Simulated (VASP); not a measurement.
Wanted: the native input for a VASP 6.6.1 run.

```yaml
Task: single point
Functional: PBEsol
Potentials_or_basis: VASP PAW PBE potentials, release 64 (Nb_sv, P)
Cutoff: 520 eV
k_mesh: 2 × 2 × 3
Occupations: gaussian, width 0.1 eV
Spin: no spin polarisation
Dipole_correction: no
Further_INCAR_settings: LREAL = Auto; ALGO = Fast; EDIFF = 1e-07; NBANDS = 78
```

The structure of Nb7P8 (a cell with a defect) lies in POSCAR:

```
Nb7P8
1.0
    0.0000000000      6.6807580000     -0.0000002900
    6.6807580000      0.0000000000     -0.0000002900
    1.6701892500      1.6701892500     -5.7163181500
Nb P
7 8
Direct
    0.3951089688      0.1451427225      0.4087522391
    0.0224018293      0.5237615552     -0.0871321619
    0.3916849889      0.6534877664      0.4121337608
    0.5224493216      0.0212247599     -0.0824508268
    0.9001985268      0.1562780016      0.4037252009
    0.5235190753      0.5214350304     -0.0875189746
    0.9027484447      0.6432951013      0.4073341425
    0.2328596571      0.2287726957      0.0733204232
    0.1049892910      0.3553953078      0.5885069337
    0.2355375187      0.7328373760      0.0751770122
    0.0959814166      0.8549420016      0.5829647050
    0.7292886691      0.2278624836      0.0769295394
    0.6016794406      0.3523732990      0.5760690075
    0.7269782478      0.7305197621      0.0807520794
    0.6152551367      0.8620917980      0.5732460100
```

The input as run:

INCAR

```
  PREC = Accurate
  ENCUT = 520
  EDIFF = 1E-7
  ISMEAR = 0
  SIGMA = 0.1
  LREAL = Auto
  LASPH = T
  NELM = 100
  ALGO = Fast
  ISIF = 2
  LWAVE = F
  LCHARG = F
  GGA = PS
  NBANDS = 78
```

KPOINTS

```
regular mesh
0
Gamma
  2 2 3
```

Potentials or basis: VASP PAW PBE potentials, release 64 (Nb_sv, P).

Run with:

```bash
$ cat potpaw_PBE.64/Nb_sv/POTCAR potpaw_PBE.64/P/POTCAR > POTCAR
$ mpirun -np 1 vasp_std > vasp.out
```

It gave:

| Item | Value |
| --- | --- |
| Pressure | -5.5 GPa |
| Largest force | 0.009 eV/Å |
| Band gap on the k mesh | none (metal or under the smearing width) |

Caveat: the k mesh is coarse (spacing up to 0.49 Å⁻¹), so the values aren't converged; the PAW data sets were made with another functional, which shifts forces and pressure a little.

It took 28 min on 1 thread of Intel(R) Xeon(R) Platinum 8375C CPU @ 2.90GHz (Ice Lake) (shared host), peak memory 0.4 GiB.
